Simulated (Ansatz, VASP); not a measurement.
## One calculation of SnO2 (Cassiterite), two programs

Contents of INCAR:

```
ALGO = Normal
EDIFF = 1E-7
EDIFFG = -0.005
ENCUT = 580
GGA = PE
IBRION = 2
ISIF = 3
ISMEAR = -1
LASPH = True
LCHARG = False
LREAL = False
LWAVE = False
NELM = 100
NSW = 60
PREC = Accurate
SIGMA = 0.05
```

The input KPOINTS:

```
k-points
0
Gamma
  6 6 8
```

The input POSCAR:

```
SnO2
1.0
    4.7380000000      0.0000000000      0.0000000000
    0.0000000000      4.7380000000      0.0000000000
    0.0000000000      0.0000000000      3.1865000000
Sn O
2 4
Direct
    0.5000000000      0.5000000000      0.5000000000
    0.0000000000      0.0000000000      0.0000000000
    0.8071000000      0.1929000000      0.5000000000
    0.6929000000      0.6929000000      0.0000000000
    0.1929000000      0.8071000000      0.5000000000
    0.3071000000      0.3071000000      0.0000000000
```

The input input.yaml:

```yaml
crystal:
  lattice:
    - [4.738, 0.0, 0.0]
    - [0.0, 4.738, 0.0]
    - [0.0, 0.0, 3.1865]
  atoms:
    - { symbol: Sn, position: [0.5, 0.5, 0.5] }
    - { symbol: Sn, position: [0.0, 0.0, 0.0] }
    - { symbol: O, position: [0.8071, 0.1929, 0.5] }
    - { symbol: O, position: [0.6929, 0.6929, 0.0] }
    - { symbol: O, position: [0.1929, 0.8071, 0.5] }
    - { symbol: O, position: [0.3071, 0.3071, 0.0] }
hamiltonian:
  xc: pbe
  pseudopotentials: { kind: paw }
kpoints:
  mp_grid: { grid: [6, 6, 8] }
scf:
  occupations: { method: fermi_dirac, width: 0.05 }
output:
  forces: true
  stress: true
  write_density: true
  write_potential: true
  elf: true
  volumetric_format: npy
relax:
  f_tol: 0.01
  max_steps: 40
  cell: { stress_tol: 0.05 }
```

Alike in both runs: task relaxation of cell and atoms; functional PBE; k mesh 6 × 6 × 8; occupations fermi-dirac, width 0.05 eV; no spin polarisation.

|  | VASP | Ansatz |
| --- | --- | --- |
| version | VASP 6.6.1 | Ansatz 0.2.0 |
| potentials or method | VASP PAW PBE potentials, release 54 (Sn, O) | Ansatz PAW |
| plane-wave cutoff (eV) | 580 | 420 |
| valence electrons in the cell | 32 | 52 |

Ansatz gave:

| Item | Value |
| --- | --- |
| gap on the k mesh at the Fermi level, each at its own relaxed structure (eV) | 0.68 |
| relaxed volume (Å³/atom) | 12.58 |
| relaxed cell length with the largest relative difference (Å) | 4.827 |
| energy change over the relaxation (meV/atom) | -22 |

**Question.** What did VASP give for the same quantities?

**Answer.** gap on the k mesh at the Fermi level, each at its own relaxed structure (eV): 0.64; relaxed volume (Å³/atom): 12.58; relaxed cell length with the largest relative difference (Å): 4.829; energy change over the relaxation (meV/atom): -23.

The two sets of potentials don't hold the same shells in valence.

Caveats: spin-orbit coupling is left out, which moves the levels of the heavy elements; the plane-wave basis is chosen anew once the cell has moved, so the energies of steps on either side of that aren't comparable (Ansatz); the pressure holds a Pulay correction of +0.8 GPa for the finite cutoff (Ansatz). PBE usually gives volumes a little too large and moduli too small. Zero-point motion and thermal expansion aren't in these numbers.
